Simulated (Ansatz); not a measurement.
Hf2N:

```
Hf N
1.0
     3.08017    0.00000    0.00000
    -1.54008    2.66750    0.00000
     0.00000    0.00000    5.88210
Hf N
2 1
Direct
  0.00000 0.00000 0.74743
  0.00000 0.00000 0.25257
  0.66667 0.33333 0.50000
```

The cell was built by a generator and needn't be a form met in nature.

```yaml
Program: Ansatz 0.2.0
Task: relaxation of cell and atoms
Functional: RPBE
Dispersion: D3(BJ)
Potentials_or_basis: Ansatz PAW
Cutoff: "420 eV (not typed: the program's choice for these potentials)"
k_mesh: 10 × 10 × 5
Occupations: fermi-dirac, width 0.05 eV
Spin: no spin polarisation
```

At the start: volume 16.11 Å³/atom.

Where does the relaxation end?

It ends after 8 steps and the volume is 13.60 Å³/atom (-15.6 %); space group P-6m2 (No. 187, to 0.05 Å).

The path:
```
step  energy change (eV)  largest force (eV/Å)  volume (Å³)
   1              0.0000                0.0459        48.33
   2             -0.6217                0.7719        41.77
   3             -0.6506                0.4562        40.41
   4             -0.6584                0.0312        40.84
   5             -0.6585                0.0005        40.82
   6             -0.6523                0.0026        40.82
   7             -0.6523                0.0012        40.79
   8             -0.6523                0.0012        40.79
```

Final structure:
```
Hf N
1.0
     2.92281    0.00000    0.00000
    -1.46140    2.53123    0.00000
     0.00000    0.00000    5.51400
Hf N
2 1
Direct
  0.00000 0.00000 0.75699
  0.00000 0.00000 0.24301
  0.66667 0.33333 0.50000
```

Caveat: the volume moved by over 15 % at a fixed basis, so the end points are rough; the plane-wave basis is chosen anew once the cell has moved, so the energies of steps on either side of that aren't comparable; the pressure holds a Pulay correction of +0.3 GPa for the finite cutoff; the PAW data sets come from PBE, with cores solved anew for the run's functional, which leaves a small shift of forces and pressure.
